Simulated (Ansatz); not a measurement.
**SnO: frozen-core PAW against all-electron methods**

```
CELL_PARAMETERS angstrom
0.00000 2.73759 2.73759
2.73759 0.00000 2.73759
2.73759 2.73759 0.00000
ATOMIC_POSITIONS crystal
Sn 0.00000 0.00000 0.00000
O 0.25000 0.25000 0.25000
```

Atoms are numbered in the order listed.

The conventional cell has a = 5.475 Å, b = 5.475 Å, c = 5.475 Å, α = 90.00°, β = 90.00°, γ = 90.00°. Sn (atom 1) has 4 O at 2.37 Å as nearest neighbours. O (atom 2) is surrounded by 4 Sn at 2.37 Å.

The structure comes from a relaxation in the same program, started in the zincblende type, and has space group F-43m. Whether it is a known phase or the ground state wasn't checked.

No spin–orbit coupling, which matters for the heavy atoms here.

Methods: DFT, PBE, PAW with Ansatz's default frozen-core files, scalar-relativistic (Ansatz 0.2.0); DFT, PBE, all-electron PAW with datasets made for the crystal, scalar-relativistic (Ansatz 0.2.0); DFT, PBE, all-electron LAPW, scalar-relativistic (Ansatz 0.2.0).

For PAW: a Γ-centred 12×12×12 k mesh, Fermi–Dirac smearing of 0.08 eV, cutoff 420 eV, no spin polarisation. The crystal-made all-electron datasets (AE datasets) take a cutoff of 300 eV at this cell. LAPW targets a basis error of 1 meV/atom. The Ansatz runs share mesh, smearing and spin set-up. Plane-wave (PAW) pressures include the program's estimate of the Pulay term.

Stress and pressure are positive in compression.

Levels count from the Fermi level.

| quantity | PAW | AE datasets | LAPW |
| --- | --- | --- | --- |
| pressure (GPa) | 0.04 | 0.03 | 0.03 |
| highest filled level at X (eV) | -0.167 | -0.167 | -0.167 |
| lowest empty level at X (eV) | 5.150 | 5.150 | 5.150 |
| highest filled level at L (eV) | -2.340 | -2.340 | -2.340 |
| lowest empty level at L (eV) | 1.712 | 1.713 | 1.713 |
| highest filled level at Γ (eV) | -3.463 | -3.463 | -3.463 |
| lowest empty level at Γ (eV) | 4.426 | 4.424 | 4.424 |

PAW's pressure differs from the LAPW value by +0.02 GPa.
